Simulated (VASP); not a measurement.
Mg, 2 atoms in the cell. Symmetry: P6_3/mmc, No. 194, hexagonal system. The conventional cell has a = 3.185 Å, b = 3.185 Å, c = 5.231 Å, α = 90.00°, β = 90.00°, γ = 120.00°. Mg (site symmetry -6m2) has 12 Mg at 3.19 to 3.20 Å as nearest neighbours. 

- Program: VASP 6.6.1
- Task: single point
- Functional: PBE
- Potentials or basis: VASP PAW PBE potentials, release 64 (Mg)
- Cutoff: 520 eV
- k mesh: 8 × 8 × 4
- Occupations: gaussian, width 0.05 eV
- Spin: no spin polarisation
- Dipole correction: no
- Further INCAR settings: ALGO = Normal; EDIFF = 1e-07; NBANDS = 9

Potentials or basis: VASP PAW PBE potentials, release 64 (Mg).

The run is started by

```console
$ cat potpaw_PBE.64/Mg/POTCAR > POTCAR
$ mpirun -np 1 vasp_std > vasp.out
```

Hardware: 1 thread of Intel(R) Xeon(R) Platinum 8488C (Sapphire Rapids) (shared host).

**Question.** Estimate the wall time of this run.

**Answer.** Run time: 9.6 s on 1 thread of Intel(R) Xeon(R) Platinum 8488C (Sapphire Rapids) (shared host), peak memory 0.15 GiB. Counts: scf iterations 11, k points 30.
